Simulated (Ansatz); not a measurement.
# Si (Fd-3m) under several functionals

Plane-wave DFT in Ansatz with scalar-relativistic PAW potentials. The same structure was relaxed (cell and atoms, symmetry kept) in separate runs at each level. No spin polarisation.

```csv
level,cutoff (eV),k mesh,V (Å³/atom),a (Å),gap (eV)
LDA,420,12×12×12,19.704,5.402,0.44
PBEsol,420,12×12×12,20.055,5.434,0.46
r2SCAN,500,8×8×8,20.165,5.444,0.81
```

**Question.** Where does PBE (420 eV, k mesh 8×8×8) fall?

**Answer.** V (Å³/atom) 20.459, a (Å) 5.470, gap (eV) 0.65. Its volume is the largest of the set. The usual order of volumes, LDA < PBEsol < PBE, holds here (19.704, 20.055, 20.459 Å³/atom). As a rule LDA overbinds; PBEsol, built on the gradient expansion of slowly varying densities, lies between LDA and PBE; PBE's stronger gradient term for exchange weakens bonds. r2SCAN lies 1.4 % under PBE in volume. Each gap belongs to its own cell, so it mixes the functional's effect with that of the volume; gaps are the least found on the k mesh or on a band path.

Cost: 4 runs of about 0.32 core-minutes in all, on Intel Xeon Platinum 8259CL (Skylake/Cascade Lake), AMD EPYC 9R45 (Zen 5), Intel Xeon Platinum 8375C (Ice Lake) and other processors (shared hosts).